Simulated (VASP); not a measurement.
# BeTe (F-43m) in VASP: a series of runs

One crystal, BeTe, is run at these levels: PBE; tasks: relaxation of cell and atoms, single point.

Everything below comes from runs of VASP 6.6.1. Logs are shortened: lines on timing, memory, paths and dates and some standing lists are left out, and cuts for length are marked.

### Step 1. The structure

Symmetry: F-43m, No. 216, cubic system. Conventional cell: a = 5.540 Å, b = 5.540 Å, c = 5.540 Å, α = 90.00°, β = 90.00°, γ = 90.00°. Around Te (site symmetry -43m) lie 4 Be at 2.40 Å. Be (site symmetry -43m) has 4 Te at 2.40 Å as nearest neighbours.

### Step 2. Relaxation of cell and atoms, PBE

Input file INCAR:

```
SYSTEM = BeTe
  ALGO = Normal
  EDIFF = 1E-6
  EDIFFG = -0.01
  ENCUT = 600
  GGA = PE
  IBRION = 2
  ISIF = 3
  ISMEAR = -1
  LASPH = .True.
  LCHARG = .False.
  LREAL = .False.
  LWAVE = .False.
  NELM = 60
  NSW = 60
  PREC = Accurate
  SIGMA = 0.05
```

Input file KPOINTS:

```
k-points
0
Gamma
  8 8 8
  0 0 0
```

Input file POSCAR:

```
BeTe
1.0
    0.0000000000      2.7700000000      2.7700000000
    2.7700000000      0.0000000000      2.7700000000
    2.7700000000      2.7700000000      0.0000000000
Te Be
1 1
Direct
    0.7500000000      0.7500000000      0.7500000000
    0.0000000000      0.0000000000      0.0000000000
```

Potentials or basis: VASP PAW PBE potentials, release 64 (Te, Be_sv).

On the command line:

```
$ cat potpaw_PBE.64/Te/POTCAR potpaw_PBE.64/Be_sv/POTCAR > POTCAR
$ mpirun -np 1 vasp_std > vasp.out
```

OUTCAR:

```text
SYSTEM = BeTe
   EDIFF = 1E-6
   EDIFFG = -0.01
   ENCUT = 600
   GGA = PE
   IBRION = 2
   ISIF = 3
   ISMEAR = -1
   LASPH = .True.
   LREAL = .False.
   NELM = 60
   NSW = 60
   PREC = Accurate

 ion  position               nearest neighbor table
   1  0.750  0.750  0.750-   2 2.40   2 2.40   2 2.40   2 2.40
   2  0.000  0.000  0.000-   1 2.40   1 2.40   1 2.40   1 2.40

  LATTYP: Found a face centered cubic cell.
 ALAT       =     5.5400000000

  Lattice vectors:

 A1 = (   0.0000000000,   2.7700000000,   2.7700000000)
 A2 = (   2.7700000000,   0.0000000000,   2.7700000000)
 A3 = (   2.7700000000,   2.7700000000,   0.0000000000)

Analysis of symmetry for initial positions (statically):
=====================================================================
 Subroutine PRICEL returns:
 Original cell was already a primitive cell.

 Routine SETGRP: Setting up the symmetry group for a
 face centered cubic supercell.

 Subroutine GETGRP returns: Found 24 space group operations
 (whereof 24 operations were pure point group operations)
 out of a pool of 48 trial point group operations.

The static configuration has the point symmetry T_d .

Analysis of symmetry for dynamics (positions and initial velocities):
=====================================================================
 Subroutine PRICEL returns:
 Original cell was already a primitive cell.

 Routine SETGRP: Setting up the symmetry group for a
 face centered cubic supercell.

 Subroutine GETGRP returns: Found 24 space group operations
 (whereof 24 operations were pure point group operations)
 out of a pool of 48 trial point group operations.

The dynamic configuration has the point symmetry T_d .

 Subroutine INISYM returns: Found 24 space group operations
 (whereof 24 operations are pure point group operations),
 and found     1 'primitive' translations

----------------------------------------------------------------------------------------

                                     Primitive cell

  volume of cell :      42.5079

  direct lattice vectors                    reciprocal lattice vectors
     0.000000000  2.770000000  2.770000000    -0.180505415  0.180505415  0.180505415
     2.770000000  0.000000000  2.770000000     0.180505415 -0.180505415  0.180505415
     2.770000000  2.770000000  0.000000000     0.180505415  0.180505415 -0.180505415

  length of vectors
     3.917371568  3.917371568  3.917371568     0.312644550  0.312644550  0.312644550

  position of ions in fractional coordinates (direct lattice)
     0.750000000  0.750000000  0.750000000
     0.000000000  0.000000000  0.000000000

  ion indices of the primitive-cell ions
   primitive index   ion index
                 1           1
                 2           2

----------------------------------------------------------------------------------------

 KPOINTS: k-points

Automatic generation of k-mesh.
 Grid dimensions read from file:
 generate k-points for:    8    8    8

 Generating k-lattice:

  Cartesian coordinates                     Fractional coordinates (reciprocal lattice)
    -0.022563177  0.022563177  0.022563177     0.125000000  0.000000000  0.000000000
     0.022563177 -0.022563177  0.022563177     0.000000000  0.125000000  0.000000000
     0.022563177  0.022563177 -0.022563177     0.000000000  0.000000000  0.125000000

  Length of vectors
     0.039080569  0.039080569  0.039080569

  Shift w.r.t. Gamma in fractional coordinates (k-lattice)
     0.000000000  0.000000000  0.000000000

 Subroutine IBZKPT returns following result:
 ===========================================

 Found     29 irreducible k-points:

 Following reciprocal coordinates:
            Coordinates               Weight
  0.000000  0.000000  0.000000      1.000000
  0.125000  0.000000  0.000000      8.000000
  0.250000  0.000000  0.000000      8.000000
  0.375000  0.000000  0.000000      8.000000
  0.500000  0.000000  0.000000      4.000000
  0.125000  0.125000  0.000000      6.000000
[... 16 lines left out ...]
  0.500000  0.250000  0.125000     48.000000
 -0.375000  0.250000  0.125000     24.000000
 [... further k-points ...]
   k-points           NKPTS =     29   k-points in BZ     NKDIM =     29   number of bands    NBANDS=      9
   number of dos      NEDOS =    301   number of ions     NIONS =      2
   total plane-waves  NPLWV =  32768
   dimension x,y,z NGX =    32 NGY =   32 NGZ =   32
   dimension x,y,z NGXF=    64 NGYF=   64 NGZF=   64
   ions per type =               1   1
   NGX,Y,Z   is equivalent  to a cutoff of  13.58, 13.58, 13.58 a.u.
   NGXF,Y,Z  is equivalent  to a cutoff of  27.16, 27.16, 27.16 a.u.
 SYSTEM =  BeTe
   PREC   = accura    normal or accurate (medium, high low for compatibility)
   ISTART =      0    job   : 0-new  1-cont  2-samecut
   ICHARG =      2    charge: 1-file 2-atom 10-const
   ISPIN  =      1    spin polarized calculation?
   LNONCOLLINEAR =      F non collinear calculations
   LSORBIT =      F    spin-orbit coupling
   LASPH  =      T    aspherical Exc in radial PAW
   ENCUT  =  600.0 eV  44.10 Ry    6.64 a.u.   7.82  7.82  7.82*2*pi/ulx,y,z
   NELM   =     60;   NELMIN=  2; NELMDL= -5     # of ELM steps
   EDIFF  = 0.1E-05   stopping-criterion for ELM
   LREAL  =      F    real-space projection
   EDIFFG = -.1E-01   stopping-criterion for IOM
   NSW    =     60    number of steps for IOM
   IBRION =      2    ionic relax: 0-MD 1-quasi-New 2-CG
   NFREE  =      1    steps in history (QN), initial steepest desc. (CG)
   ISIF   =      3    stress and relaxation
   ISYM   =      2    0-nonsym 1-usesym 2-fastsym
   POTIM  = 0.5000    time-step for ionic-motion
   TEBEG  =    0.0;   TEEND  =   0.0 temperature during run
   PSTRESS=    0.0 pullay stress
   NELECT =      10.0000    total number of electrons
   NUPDOWN=      -1.0000    fix difference up-down
   EMIN   =  10.00;   EMAX   =-10.00  energy-range for DOS
   EFERMI =   0.00;   METHOD = LEGACY
   ISMEAR =    -1;   SIGMA  =   0.05  broadening in eV -4-tet -1-fermi 0-gaus
   EFERMI_NEDOS =   21; number of points for ismear=-14 and -15
   IALGO  =     38    algorithm
   IMIX   =      4    mixing-type and parameters
     AMIX     =   0.40;   BMIX     =  1.00
     AMIX_MAG =   1.60;   BMIX_MAG =  1.00
  volume/ion in A,a.u.               =      21.25       143.43
  Fermi-wavevector in a.u.,A,eV,Ry     =   1.010613  1.909782 13.896167  1.021339
  Thomas-Fermi vector in A             =   2.143613
   LORBIT       =      0    0 simple, 1 ext, 2 COOP (PROOUT), +10 PAW based schemes
   GGA     = PE    functional components
   LHFCALC =     F    Hartree Fock is set to
   AEXX    =    0.0000 exact exchange contribution
   IVDW    =     0    specifies the selected vdW correction
   LEPSILON=     F    determine dielectric tensor
   LRPA    =     F    only Hartree local field effects (RPA)
 conjugate gradient relaxation of ions
 non-spin polarized calculation
  energy-cutoff  :      600.00
  volume of cell :       42.51
 maximum number of plane-waves:      1433
   NGX = 15   NGY = 15   NGZ = 15

--------------------------------------- Ionic step        1  -------------------------------------------

 number of electron      10.0000000 magnetization

 number of electron       9.9999979 magnetization

 Free energy of the ion-electron system (eV)
  ---------------------------------------------------
  ext. energy  EPLUGINS =         0.00000000
  ---------------------------------------------------
  free energy    TOTEN  =        -7.58428449 eV

  energy without entropy =       -7.58428449  energy(sigma->0) =       -7.58428449

------------------------ aborting loop because EDIFF is reached ----------------------------------------

  FORCE on cell =-STRESS in cart. coord.  units (eV):
  Direction    XX          YY          ZZ          XY          YZ          ZX
  --------------------------------------------------------------------------------------
  -------------------------------------------------------------------------------------
  Total        1.1800131      1.1800131      1.1800131      0.0000000     -0.0000000     -0.0000000
  in kB       44.4762455     44.4762455     44.4762455      0.0000000     -0.0000000     -0.0000000
  external PRESSURE =      44.4762455 kB  Pullay stress =       0.0000000 kB
[... 57 lines left out ...]
  energy  without entropy=       -7.6217012165  energy(sigma->0) =       -7.62170122

--------------------------------------- Ionic step        3  -------------------------------------------

 number of electron      10.0000015 magnetization

 Free energy of the ion-electron system (eV)
  ---------------------------------------------------
  ext. energy  EPLUGINS =         0.00000000
  ---------------------------------------------------
  free energy    TOTEN  =        -7.62372577 eV

  energy without entropy =       -7.62372577  energy(sigma->0) =       -7.62372577

 E-fermi :   5.5415     XC(G=0):  -9.1055

 val. band max:        4.5543943493   @ k =   0.0000   0.0000   0.0000
 cond. band min:       6.5726946312   @ k =   0.5000   0.5000   0.0000
 fundamental gap:      2.0183002819
 Fermi energy:         5.5415358188

 k-point     1 :       0.0000    0.0000    0.0000
  band No.  band energies     occupation
      1     -95.9609      2.00000
      2      -7.6201      2.00000
      3       4.5543      2.00000
      4       4.5543      2.00000
      5       4.5544      2.00000
      6       8.1789      0.00000
      7       8.1789      0.00000
      8       8.1791      0.00000
      9       8.2392      0.00000
[... 265 lines left out ...]
 k-point    24 :      -0.3750    0.2500    0.1250
  band No.  band energies     occupation
      1     -95.9609      2.00000
      2      -6.0917      2.00000
      3      -0.4577      2.00000
      4       1.7247      2.00000
      5       2.7026      2.00000
      6       8.7354      0.00000
      7       8.9438      0.00000
      8      11.1628      0.00000
      9      12.2447      0.00000

 [... further k-points ...]

------------------------ aborting loop because EDIFF is reached ----------------------------------------

  FORCE on cell =-STRESS in cart. coord.  units (eV):
  Direction    XX          YY          ZZ          XY          YZ          ZX
  --------------------------------------------------------------------------------------
  -------------------------------------------------------------------------------------
  Total        0.0045941      0.0045941      0.0045941      0.0000000     -0.0000000     -0.0000000
  in kB        0.1617517      0.1617517      0.1617517      0.0000000     -0.0000000     -0.0000000
  external PRESSURE =       0.1617517 kB  Pullay stress =       0.0000000 kB
[... 17 lines left out ...]
  FREE ENERGIE OF THE ION-ELECTRON SYSTEM (eV)
  ---------------------------------------------------
  free  energy   TOTEN  =        -7.6237257704 eV

  energy  without entropy=       -7.6237257703  energy(sigma->0) =       -7.62372577

 reached required accuracy - stopping structural energy minimisation
```

Wall time 26 s (1 thread of AMD EPYC 7R13 (Zen 3), shared host); peak memory 0.16 GiB.

Results:

| Quantity | Value |
| --- | --- |
| Free energy | -7.6237 eV |
| Relaxed volume | 22.75 Å³/atom |
| Relaxed cell | a = 4.007 Å, b = 4.007 Å, c = 4.007 Å, α = 60.00°, β = 60.00°, γ = 60.00° |
| Space group after relaxing (to 0.05 Å) | F-43m (No. 216) |
| Energy gained by relaxing | 19.7 meV/atom |
| Ionic steps | 3 |
| Pressure after relaxing | 0.0 GPa |
| Band gap on the k mesh | 2.02 eV, indirect (least direct gap 3.62 eV) |

Step by step:
| step | energy change (eV) | largest force (eV/Å) | pressure (GPa) | volume (Å³) |
| --- | --- | --- | --- | --- |
| 1 | 0.0000 | 0.0000 | 4.45 | 42.51 |
| 2 | -0.0374 | 0.0000 | -0.87 | 46.24 |
| 3 | -0.0394 | 0.0000 | 0.02 | 45.51 |

Final structure:
```
CELL_PARAMETERS angstrom
0.00000 2.83363 2.83363
2.83363 0.00000 2.83363
2.83363 2.83363 0.00000
ATOMIC_POSITIONS crystal
Te 0.75000 0.75000 0.75000
Be 0.00000 0.00000 0.00000
```

Caveat: spin-orbit coupling is left out, which moves the levels of the heavy elements. PBE usually gives volumes a little too large and moduli too small.

### Step 3. Relaxation of cell and atoms, PBE

Input file INCAR:

```
SYSTEM = BeTe
PREC = Accurate
ENCUT = 680
EDIFF = 1E-6
ISMEAR = -1
SIGMA = 0.05
LREAL = .FALSE.
LASPH = .TRUE.
NELM = 100
ALGO = Normal
ISIF = 3
LWAVE = .FALSE.
LCHARG = .FALSE.
GGA = PE
IBRION = 2
NSW = 60
EDIFFG = -0.01
```

Input file KPOINTS:

```
Automatic mesh
0
G
  8 8 8
  0 0 0
```

POSCAR is that of step 2.

Potentials or basis: VASP PAW PBE potentials, release 64 (Te_GW, Be_sv_GW).

On the command line:

```
$ cat potpaw_PBE.64/Te_GW/POTCAR potpaw_PBE.64/Be_sv_GW/POTCAR > POTCAR
$ mpirun -np 1 vasp_std > vasp.out
```

Run time: 37 s. Hardware: 1 thread of AMD EPYC 7R13 (Zen 3), shared host; peak memory 0.19 GiB.

Results (log left out):

- Free energy: -14.8430 eV
- Relaxed volume: 22.54 Å³/atom
- Relaxed cell: a = 3.995 Å, b = 3.995 Å, c = 3.995 Å, α = 60.00°, β = 60.00°, γ = 60.00°
- Space group after relaxing (to 0.05 Å): F-43m (No. 216)
- Energy gained by relaxing: 15.5 meV/atom
- Ionic steps: 3
- Pressure after relaxing: 0.0 GPa
- Band gap on the k mesh: 2.00 eV, indirect (least direct gap 3.62 eV)

The path:
```
step  energy change (eV)  largest force (eV/Å)  pressure (GPa)  volume (Å³)
   1              0.0000                0.0000            4.02        42.51
   2             -0.0284                0.0000           -1.03        45.88
   3             -0.0310                0.0000            0.01        45.08
```

Final structure:
```
CELL_PARAMETERS angstrom
0.00000 2.82480 2.82480
2.82480 0.00000 2.82480
2.82480 2.82480 0.00000
ATOMIC_POSITIONS crystal
Te 0.75000 0.75000 0.75000
Be 0.00000 0.00000 0.00000
```

Levels at points of the mesh, in eV from the valence-band top:
```
           k point  band 2  band 3  band 4  band 5  band 6  band 7  band 8  band 9
(0.00, 0.00, 0.00)  -12.24    0.00    0.00    0.00    3.62    3.62    3.62    3.75
(0.50, 0.00, 0.00)  -10.92   -5.48   -1.12   -1.12    3.05    4.61    4.61    7.83
(0.50, 0.50, 0.00)  -10.43   -5.07   -2.61   -2.61    2.00    2.68    9.67    9.67
```

Caveat: spin-orbit coupling is left out, which moves the levels of the heavy elements. PBE usually gives volumes a little too large and moduli too small.

[end of part 1 of 2]
